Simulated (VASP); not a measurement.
# CdO (Monteponite) (Fm-3m) in VASP: a series of runs

Runs on CdO (Monteponite). Level: PBEsol. Tasks: relaxation of cell and atoms.

All numbers are computed with VASP 6.6.1; they aren't measurements. Logs are shortened: lines on timing, memory, paths and dates and some standing lists are left out, and cuts for length are marked.

**1. The crystal as given**

The structure is cubic, space group Fm-3m (No. 225). The conventional cell has a = 4.705 Å, b = 4.705 Å, c = 4.705 Å, α = 90.00°, β = 90.00°, γ = 90.00°. Cd (site symmetry m-3m) has 6 O at 2.35 Å as nearest neighbours. O (site symmetry m-3m) is surrounded by 6 Cd at 2.35 Å.

**2. Relaxation of cell and atoms, PBEsol**

Contents of INCAR:

```
PREC = Accurate
ENCUT = 600
EDIFF = 1E-7
ISMEAR = 0
SIGMA = 0.03
LREAL = F
LASPH = T
NELM = 80
ALGO = Normal
ISIF = 3
LWAVE = F
LCHARG = F
GGA = PS
IBRION = 2
NSW = 90
EDIFFG = -0.005
KPAR = 8
```

Contents of KPOINTS:

```
Automatic mesh
0
Gamma
  12 12 12
```

Contents of POSCAR:

```
CdO                                     
1.0
    0.0000000000      2.3523961157      2.3523961157
    2.3523961157     -0.0000000000      2.3523961157
    2.3523961157      2.3523961157     -0.0000000000
  Cd              O             
     1     1
Direct
     0.0000000000000000    0.0000000000000000    0.0000000000000000
     0.5000000000000000    0.5000000000000000    0.5000000000000000
```

Potentials or basis: VASP PAW PBE potentials, release 64 (Cd, O).

Run with:

```bash
$ cat potpaw_PBE.64/Cd/POTCAR potpaw_PBE.64/O/POTCAR > POTCAR
$ mpirun -np 8 vasp_std > vasp.out
```

OUTCAR:

```text
PREC = Accurate
   ENCUT = 600
   EDIFF = 1E-7
   ISMEAR = 0
   LREAL = F
   LASPH = T
   NELM = 80
   ISIF = 3
   GGA = PS
   IBRION = 2
   NSW = 90
   EDIFFG = -0.005

 ion  position               nearest neighbor table
   1  0.000  0.000  0.000-   2 2.35   2 2.35   2 2.35   2 2.35   2 2.35   2 2.35
   2  0.500  0.500  0.500-   1 2.35   1 2.35   1 2.35   1 2.35   1 2.35   1 2.35

  LATTYP: Found a face centered cubic cell.
 ALAT       =     4.7047922314

  Lattice vectors:

 A1 = (   0.0000000000,   2.3523961157,   2.3523961157)
 A2 = (   2.3523961157,   0.0000000000,   2.3523961157)
 A3 = (   2.3523961157,   2.3523961157,   0.0000000000)

Analysis of symmetry for initial positions (statically):
=====================================================================
 Subroutine PRICEL returns:
 Original cell was already a primitive cell.

 Routine SETGRP: Setting up the symmetry group for a
 face centered cubic supercell.

 Subroutine GETGRP returns: Found 48 space group operations
 (whereof 48 operations were pure point group operations)
 out of a pool of 48 trial point group operations.

The static configuration has the point symmetry O_h .

Analysis of symmetry for dynamics (positions and initial velocities):
=====================================================================
 Subroutine PRICEL returns:
 Original cell was already a primitive cell.

 Routine SETGRP: Setting up the symmetry group for a
 face centered cubic supercell.

 Subroutine GETGRP returns: Found 48 space group operations
 (whereof 48 operations were pure point group operations)
 out of a pool of 48 trial point group operations.

The dynamic configuration has the point symmetry O_h .

 Subroutine INISYM returns: Found 48 space group operations
 (whereof 48 operations are pure point group operations),
 and found     1 'primitive' translations

----------------------------------------------------------------------------------------

                                     Primitive cell

  volume of cell :      26.0352

  direct lattice vectors                    reciprocal lattice vectors
     0.000000000  2.352396116  2.352396116    -0.212549237  0.212549237  0.212549237
     2.352396116  0.000000000  2.352396116     0.212549237 -0.212549237  0.212549237
     2.352396116  2.352396116  0.000000000     0.212549237  0.212549237 -0.212549237

  length of vectors
     3.326790491  3.326790491  3.326790491     0.368146078  0.368146078  0.368146078

  position of ions in fractional coordinates (direct lattice)
     0.000000000  0.000000000  0.000000000
     0.500000000  0.500000000  0.500000000
[... 86 lines left out ...]
   TEBEG  =    0.0;   TEEND  =   0.0 temperature during run
   PSTRESS=    0.0 pullay stress
   NELECT =      18.0000    total number of electrons
   NUPDOWN=      -1.0000    fix difference up-down
   EMIN   =  10.00;   EMAX   =-10.00  energy-range for DOS
   EFERMI =   0.00;   METHOD = LEGACY
   ISMEAR =     0;   SIGMA  =   0.03  broadening in eV -4-tet -1-fermi 0-gaus
   EFERMI_NEDOS =   21; number of points for ismear=-14 and -15
   IALGO  =     38    algorithm
   IMIX   =      4    mixing-type and parameters
     AMIX     =   0.40;   BMIX     =  1.00
     AMIX_MAG =   1.60;   BMIX_MAG =  1.00
  volume/ion in A,a.u.               =      13.02        87.85
  Fermi-wavevector in a.u.,A,eV,Ry     =   1.447589  2.735546 28.511190  2.095513
  Thomas-Fermi vector in A             =   2.565526
   LORBIT       =      0    0 simple, 1 ext, 2 COOP (PROOUT), +10 PAW based schemes
   GGA     = PS    functional components
   LHFCALC =     F    Hartree Fock is set to
   AEXX    =    0.0000 exact exchange contribution
   IVDW    =     0    specifies the selected vdW correction
   LEPSILON=     F    determine dielectric tensor
   LRPA    =     F    only Hartree local field effects (RPA)
 conjugate gradient relaxation of ions
 non-spin polarized calculation
 Gauss-broadening in eV      SIGMA  =   0.03
  energy-cutoff  :      600.00
  volume of cell :       26.04
 maximum number of plane-waves:       893
   NGX = 13   NGY = 13   NGZ = 13

 number of electron      18.0000002 magnetization

 Free energy of the ion-electron system (eV)
  ---------------------------------------------------
  ext. energy  EPLUGINS =         0.00000000
  ---------------------------------------------------
  free energy    TOTEN  =        -8.50572274 eV

  energy without entropy =       -8.50567702  energy(sigma->0) =       -8.50569988

 E-fermi :   1.8753     XC(G=0): -11.9422

 val. band max:        1.8491208644   @ k =   0.5000   0.0000   0.0000
 cond. band min:       2.1416358689   @ k =   0.0833   0.0000   0.0000
 fundamental gap:      0.2925150046
 Fermi energy:         1.8752541988

 k-point     1 :       0.0000    0.0000    0.0000
  band No.  band energies     occupation
      1     -15.4488      2.00000
      2      -4.8051      2.00000
      3      -4.8051      2.00000
      4      -4.8051      2.00000
      5      -4.5027      2.00000
      6      -4.5027      2.00000
      7       0.5009      2.00000
      8       0.5009      2.00000
      9       0.5009      2.00000
     10       1.3096      2.00000
     11      16.6108      0.00000
     12      18.7063      0.00000
     13      18.7063      0.00000
[... 354 lines left out ...]
  band No.  band energies     occupation
      1     -14.6527      2.00000
      2      -5.5686      2.00000
      3      -5.2731      2.00000
      4      -5.1787      2.00000
      5      -4.2707      2.00000
      6      -4.2478      2.00000
      7      -1.8792      2.00000
      8       0.6436      2.00000
      9       1.5985      2.00000
     10       7.3846      0.00000
     11       8.7356      0.00000
     12      12.0176      0.00000
     13      14.0176      0.00000

 [... further k-points ...]
[... 5 lines left out ...]
  --------------------------------------------------------------------------------------
  -------------------------------------------------------------------------------------
  Total       -0.0028344     -0.0028344     -0.0028344      0.0000000      0.0000000     -0.0000000
  in kB       -0.1744263     -0.1744263     -0.1744263      0.0000000      0.0000000     -0.0000000
  external PRESSURE =      -0.1744263 kB  Pullay stress =       0.0000000 kB

 VOLUME and BASIS-vectors are now :
 -----------------------------------------------------------------------------
  energy-cutoff  :      600.00
  volume of cell :       26.04
      direct lattice vectors                 reciprocal lattice vectors
     0.000000000  2.352396116  2.352396116    -0.212549237  0.212549237  0.212549237
     2.352396116  0.000000000  2.352396116     0.212549237 -0.212549237  0.212549237
     2.352396116  2.352396116  0.000000000     0.212549237  0.212549237 -0.212549237

 POSITION                                       TOTAL-FORCE (eV/Angst)
 -----------------------------------------------------------------------------------
      0.00000      0.00000      0.00000         0.000000      0.000000      0.000000
      2.35240      2.35240      2.35240         0.000000      0.000000     -0.000000
 -----------------------------------------------------------------------------------
    total drift:                                0.000000      0.000000      0.000000

  FREE ENERGIE OF THE ION-ELECTRON SYSTEM (eV)
  ---------------------------------------------------
  free  energy   TOTEN  =        -8.5057227369 eV

  energy  without entropy=       -8.5056770159  energy(sigma->0) =       -8.50569988

 reached required accuracy - stopping structural energy minimisation
```

OSZICAR:

```text
N       E                     dE             d eps       ncg     rms          rms(c)
DAV:   1     0.129864975723E+03    0.12986E+03   -0.11657E+04  1944   0.160E+03
DAV:   2    -0.528995731895E+01   -0.13515E+03   -0.12640E+03  2102   0.354E+02
DAV:   3    -0.100588520939E+02   -0.47689E+01   -0.47499E+01  2022   0.742E+01
DAV:   4    -0.100758106407E+02   -0.16959E-01   -0.16957E-01  2022   0.432E+00
DAV:   5    -0.100758545898E+02   -0.43949E-04   -0.43949E-04  2017   0.212E-01    0.989E+00
DAV:   6    -0.857639932230E+01    0.14995E+01   -0.51629E+00  2513   0.440E+01    0.900E+00
DAV:   7    -0.853057944076E+01    0.45820E-01   -0.62522E-01  1872   0.914E+00    0.471E+00
DAV:   8    -0.850995395244E+01    0.20625E-01   -0.11125E-01  1937   0.341E+00    0.643E-01
DAV:   9    -0.850570993768E+01    0.42440E-02   -0.99012E-03  2020   0.115E+00    0.122E-01
DAV:  10    -0.850570668776E+01    0.32499E-05   -0.97343E-04  1922   0.371E-01    0.459E-02
DAV:  11    -0.850572854148E+01   -0.21854E-04   -0.80449E-05  1957   0.101E-01    0.265E-02
DAV:  12    -0.850572279395E+01    0.57475E-05   -0.20564E-05  1952   0.564E-02    0.554E-03
DAV:  13    -0.850572273687E+01    0.57073E-07   -0.77425E-07  1937   0.113E-02
   1 F= -.85057227E+01 E0= -.85056999E+01  d E =-.850572E+01
```

CONTCAR:

```text
CdO
   1.00000000000000
     0.0000000000000000    2.3523961157000000    2.3523961157000000
     2.3523961157000000    0.0000000000000000    2.3523961157000000
     2.3523961157000000    2.3523961157000000    0.0000000000000000
  Cd              O
     1     1
Direct
     0.0000000000000000    0.0000000000000000    0.0000000000000000
     0.5000000000000000    0.5000000000000000    0.5000000000000000

  0.00000000E+00  0.00000000E+00  0.00000000E+00
  0.00000000E+00  0.00000000E+00  0.00000000E+00
```

Wall time 4.1 s (8 MPI ranks of Intel Xeon 6975P-C (Granite Rapids), shared host); peak memory 0.18 GiB.

What came out:

```
Free energy             : -8.5057 eV
Pressure after relaxing : 0.0 GPa
Band gap on the k mesh  : none (metal or under the smearing width)
```

Final structure:
```
Cd O
1.0
     0.00000    2.35240    2.35240
     2.35240    0.00000    2.35240
     2.35240    2.35240    0.00000
Cd O
1 1
Cartesian
  0.0000 0.0000 0.0000
  2.3524 2.3524 2.3524
```

Levels at points of the mesh, in eV from the Fermi level:
```
           k point  band 7  band 8  band 9  band 10  band 11  band 12
(0.00, 0.00, 0.00)   -1.37   -1.37   -1.37    -0.57    14.74    16.83
(0.50, 0.00, 0.00)   -3.85   -0.03   -0.03     4.26     7.19    11.76
(0.50, 0.50, 0.00)   -4.42   -2.36   -2.36     3.73     8.40    11.02
```

Caveat: the relaxation stopped at its first step, so nothing moved; the PAW data sets were made with another functional, which shifts forces and pressure a little; this crystal is a semiconductor, whose small gap the functional closes, so the metal is an error of the method.

(Continued in part 2 of 2.)
